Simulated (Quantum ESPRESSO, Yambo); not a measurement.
An input for Yambo 5.3.0 (MgO (Periclase)):

```
optics
bss
bse
em1s
dipoles
rim_cut
RandQpts= 1000000
RandGvec= 1 RL
Chimod= "HARTREE"
BSKmod= "SEX"
BSEmod= "resonant"
BSSmod= "d"
BSENGexx= 30 Ry
BSENGBlk= 6 Ry
% BSEQptR
 2 | 2 |
%
% BSEBands
 6 | 10 |
%
% BEnRange
 0 | 10 | eV
%
% BDmRange
 0.1 | 0.1 | eV
%
BEnSteps= 101
% BLongDir
 1 | 0 | 0 |
%
% BndsRnXs
 1 | 44 |
%
NGsBlkXs= 6 Ry
% LongDrXs
 1 | 1 | 1 |
%
% KfnQP_E
 2.224 | 1.0 | 1.0 |
%
WRbsWF
```

The database entry behind the starting cell differs from later determinations by our own check (about 0.1 % long), so it need not match the best structure at ambient conditions.

```sh
OMP_NUM_THREADS=1 mpirun -n 4 yambo -F bse6.in -J bse6,bse3_W -C bse6 > bse6.log
```

The stored states that it reads are on a 8×8×8 mesh. Symmetry: Fm-3m, No. 225, cubic system. The conventional cell has a = 4.217 Å, b = 4.217 Å, c = 4.217 Å, α = 90.00°, β = 90.00°, γ = 90.00°. Nearest to Mg lie 6 O at 2.11 Å. Nearest to O lie 6 Mg at 2.11 Å. Farther neighbours and most contacts between anions are not listed.

**Question.** Estimate wall time and host memory on 4 MPI ranks of Arm Neoverse V1, shared host.

It took 2.2 min; on shared hardware allow 67 s to 4.5 min. Peak host memory was 1.8 GiB.

The kernel grows as the square of the matrix size, and full diagonalisation as its cube.

[Paths, hosts, dates, memory and timing lines, banners, echoed tables and standing remarks are left out of the program output.]

[Logs are printed without paths, hosts, clocks, repeated set-up lines and the standing remarks that a program may print on its own settings, such as how far it seeks lower states.]

[Runs of the session that timed out or met a known fault of the program may be left out.]

[Hosts, paths, dates, database ids (printed as entryN), source tags and the programs' standing remarks are cut or masked in the printed files.]
